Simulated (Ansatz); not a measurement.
CdSe:

```
CELL_PARAMETERS angstrom
0.00000 3.07027 3.07027
3.07027 0.00000 3.07027
3.07027 3.07027 0.00000
ATOMIC_POSITIONS crystal
Cd 0.00000 0.00000 0.00000
Se 0.25000 0.25000 0.25000
```

Measurements of this composition are mostly on another form, of space group No. 186.

- Program: Ansatz 0.2.0
- Task: relaxation of cell and atoms
- Functional: SVWN5
- Potentials or basis: Ansatz PAW
- Cutoff: 420 eV (not typed: the program's choice for these potentials)
- k mesh: 8 × 8 × 8
- Occupations: fermi-dirac, width 0.05 eV
- Spin: no spin polarisation

At the start: volume 28.94 Å³/atom.

Q: Where does the relaxation end?

A: It ends after 5 steps and the volume is 27.09 Å³/atom (-6.4 %); space group F-43m (No. 216, to 0.05 Å).

The path:
```
step  energy change (eV)  largest force (eV/Å)  volume (Å³)
   1              0.0000                0.0000        57.88
   2             -0.0361                0.0000        52.94
   3             -0.0411                0.0000        54.33
   4             -0.0412                0.0000        54.18
   5             -0.0406                0.0000        54.18
```

Final structure:
```
Cd Se
1.0
     0.00000    3.00326    3.00326
     3.00326    0.00000    3.00326
     3.00326    3.00326    0.00000
Cd Se
1 1
Direct
  0.00000 0.00000 0.00000
  0.25000 0.25000 0.25000
```

Caveat: the plane-wave basis is chosen anew once the cell has moved, so the energies of steps on either side of that aren't comparable; the PAW data sets come from PBE, with cores solved anew for the run's functional, which leaves a small shift of forces and pressure.
